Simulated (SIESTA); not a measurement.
WS2 under changes of volume

One of the cells (49.592 Å³/atom); the others are scaled copies at fixed shape and fractional positions:

```xyz
3
Lattice="3.1835 0.0000 0.0000 -1.5918 2.7570 0.0000 0.0000 0.0000 16.9506" Properties=species:S:1:pos:R:3 pbc="T T T"
W     0.0000    0.0000    0.0000
S     0.0000    1.8380    1.5595
S     0.0000    1.8380   15.3911
```

| Quantity | Value |
| --- | --- |
| Program | SIESTA 5.4.2 |
| Functional | PBEsol |
| Potentials or basis | PseudoDojo 0.4 standard (PBEsol files) |
| Basis | DZP (energy shift 0.003 Ry; two zetas on semicore shells) |
| Grid cutoff | 800 Ry |
| Energy shift | 0.003 Ry |
| k mesh | 10 × 10 × 2 |
| Occupations | fermi-dirac, width 0.05 eV |
| Spin | no spin polarisation |

| volume (Å³/atom) | energy over the lowest point (meV/atom) | gap on the mesh (eV) | largest force (eV/Å) |
| --- | --- | --- | --- |
| 46.616 | 40.64 | 2.20 | 1.587 |
| 47.608 | 18.05 | 2.13 | 1.125 |
| 48.600 | 4.83 | 2.06 | 0.699 |
| 49.592 | 0.00 | 1.99 | 0.303 |
| 50.583 | ? | ? | ? |
| 51.575 | 12.30 | 1.87 | 0.402 |
| 52.567 | 27.94 | 1.81 | 0.715 |

Q: What does the run at 50.583 Å³/atom give?

A: Energy over the lowest point 2.74 meV/atom; gap on the mesh 1.93 eV; largest force 0.065 eV/Å.

Worked out: A Birch-Murnaghan fit of order 3 (a polynomial in V^(-2/3)) to the other rows has its minimum at 49.71 Å³/atom with B0 = V·E''(V) = 60 GPa and B' = 4.3 at fixed shape and positions, which overstates the stiffness. It gives 2.75 meV/atom at 50.583 Å³/atom, against the run's 2.74. A straight line through the other rows of the gap, of slope -3.24 eV per unit of ln V, gives 1.93 eV, against the run's 1.93.

Energies are extrapolated to zero smearing.

Caveats: short orbitals over semicore shells can move pressures by several GPa; spin-orbit coupling is left out, which moves the levels of the heavy elements; the basis of atomic orbitals isn't converged, which shifts pressures, moduli and gaps.

A mesh can miss the band edges.
